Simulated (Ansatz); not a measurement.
`N#CCCC#N` → `N#CCC#N` + `[CH2]` (triplet) at 500 K and 1 bar (formal loss of a carbene).

Program: Ansatz. Geometries: PBE0-D4/def2-TZVP. ΔE: electronic, gas phase. CCSD(T)/CBS adds triple-zeta CCSD(T) − MP2 to the extrapolated MP2 energy (def2 sets, frozen cores). This one scheme is used for every species. Triplets are unrestricted, without spin–orbit coupling. One conformer a species, not always the lowest.

| species | CCSD(T)/CBS energy (Eh) | H − E (kJ/mol) | S (J/(mol·K)) |
| --- | --- | --- | --- |
| `N#CCCC#N` | -263.98533 | 234.5 | 376.6 |
| `N#CCC#N` | -224.71425 | 149.9 | 331.6 |
| `[CH2]` (triplet) | -39.09499 | 62.7 | 213.9 |

H − E and S are ideal-gas, rigid-rotor, harmonic terms from PBE0-D4/def2-TZVP, for one conformer and one mirror image of each species, with the whole ground term of open shells counted as degenerate. 1 Eh = 2625.50 kJ/mol, R = 8.31446 J/(mol·K).

**Question.** By hand: ΔE, ΔH, ΔS and ΔG.

**Answer.** ΔE = (-224.71425) + (-39.09499) − (-263.98533) = 0.17609 Eh = 462.3 kJ/mol. Δ(H − E) = 149.9 + 62.7 − 234.5 = -21.9, so ΔH = 440.4 kJ/mol. ΔS = 331.6 + 213.9 − 376.6 = 168.9 J/(mol·K). ΔG = 440.4 − 500 × (168.9)/1000 = 355.9 kJ/mol.

**Question.** By hand: the equilibrium constant, and the temperature at which ΔG would vanish if ΔH and ΔS stayed fixed.

**Answer.** log₁₀ K = −ΔG/(RT ln 10) = -37.2. ΔG = 0 at ΔH/ΔS = 2607 K, far beyond where these terms or the molecules hold.

The number of gas molecules changes by +1, which sets the sign of ΔS. A doubt of 5 kJ/mol in ΔE shifts log₁₀ K by 0.5 here. Other conformers and mirror images would add mixing entropy, several J/(mol·K) or more a flexible species. A triplet takes part, so the spin changes. These are equilibria of isolated gas molecules and say nothing of rates. Largest T1 diagnostic: 0.014 (customary marks: 0.02 for closed shells, 0.045 for open ones).
